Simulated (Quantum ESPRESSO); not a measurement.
Write an ASE script for Quantum ESPRESSO 7.5 that does the following.

```
Task                : single point
Functional          : PBEsol
Potentials or basis : GBRV 1.5 PBEsol
Cutoff              : 762 eV
Density cutoff      : 6095 eV
k mesh              : 10 × 10 × 2
Occupations         : fermi-dirac, width 0.05 eV
Spin                : no spin polarisation
Mixing beta         : 0.5
Most SCF iterations : 120
SCF threshold       : 6e-10 Ry
```

The structure of WS2 lies in WS2.cif:

```cif
data_WS2
_cell_length_a 3.18351636
_cell_length_b 3.18351636
_cell_length_c 16.95057789
_cell_angle_alpha 90.00000000
_cell_angle_beta 90.00000000
_cell_angle_gamma 120.00000000
_space_group_name_H-M_alt 'P-6m2'
_space_group_name_Hall 'P -6 2'
_space_group_IT_number 187
loop_
_space_group_symop_operation_xyz
'x,y,z'
'-x+y,-x,-z'
'-y,x-y,z'
'x,y,-z'
'-x+y,-x,z'
'-y,x-y,-z'
'-y,-x,-z'
'x,x-y,z'
'-x+y,y,-z'
'-y,-x,z'
'x,x-y,-z'
'-x+y,y,z'
loop_
_atom_site_label
_atom_site_type_symbol
_atom_site_symmetry_multiplicity
_atom_site_Wyckoff_symbol
_atom_site_fract_x
_atom_site_fract_y
_atom_site_fract_z
_atom_site_occupancy
W1 W 1 a 0.0000000000 0.0000000000 0.0000000000 1
S1 S 2 h 0.3333333333 0.6666666667 0.0920005100 1
```

These files were run (other wordings do the same):

run.py

```python
import numpy as np
from ase.calculators.espresso import Espresso, EspressoProfile
import spglib
from ase import Atoms
from ase.io import read

atoms = read('WS2.cif')
cell, pos, num = spglib.standardize_cell((atoms.cell[:], atoms.get_scaled_positions(), atoms.numbers), to_primitive=True, symprec=1e-4)
atoms = Atoms(numbers=num, cell=cell, scaled_positions=pos, pbc=True)

input_data = {
    'control': {'calculation': 'scf', 'prefix': 'pwscf', 'outdir': './tmp', 'tprnfor': True, 'tstress': True, 'disk_io': 'nowf'},
    'system': {'ecutwfc': 56.0, 'ecutrho': 448.0, 'nbnd': 20, 'occupations': 'smearing', 'smearing': 'fd', 'degauss': 0.00367493},
    'electrons': {'conv_thr': 6e-10, 'electron_maxstep': 120, 'mixing_beta': 0.5},
}
pseudopotentials = {'W': 'w_pbesol_v1.2.uspp.F.UPF', 'S': 's_pbesol_v1.4.uspp.F.UPF'}
profile = EspressoProfile(command='mpirun -n 2 pw.x -nk 2', pseudo_dir='pseudo')
dft = Espresso(profile=profile, input_data=input_data, pseudopotentials=pseudopotentials, kpts=(10, 10, 2), koffset=(0, 0, 0))
atoms.calc = dft

print(f'energy {atoms.get_potential_energy():.8f} eV')
print('forces (eV/A)')
print(np.round(atoms.get_forces(), 6))
print('stress (eV/A^3, Voigt)')
print(np.round(atoms.get_stress(), 8))
print(f'Fermi level {dft.get_fermi_level():.4f} eV')
```

Potentials or basis: GBRV 1.5 PBEsol.

The run is started by

```bash
$ OMP_NUM_THREADS=1 python run.py
```

It gave:

```json
{
  "Largest force": "0.097 eV/Å",
  "Band gap on the k mesh": "1.98 eV, indirect (least direct gap 2.15 eV)"
}
```

Caveat: spin-orbit coupling is left out, which moves the levels of the heavy elements.

It took 120 s on 2 MPI ranks on Intel(R) Xeon(R) Processor @ 2.70GHz, on a shared host, peak memory 1.3 GiB a rank.
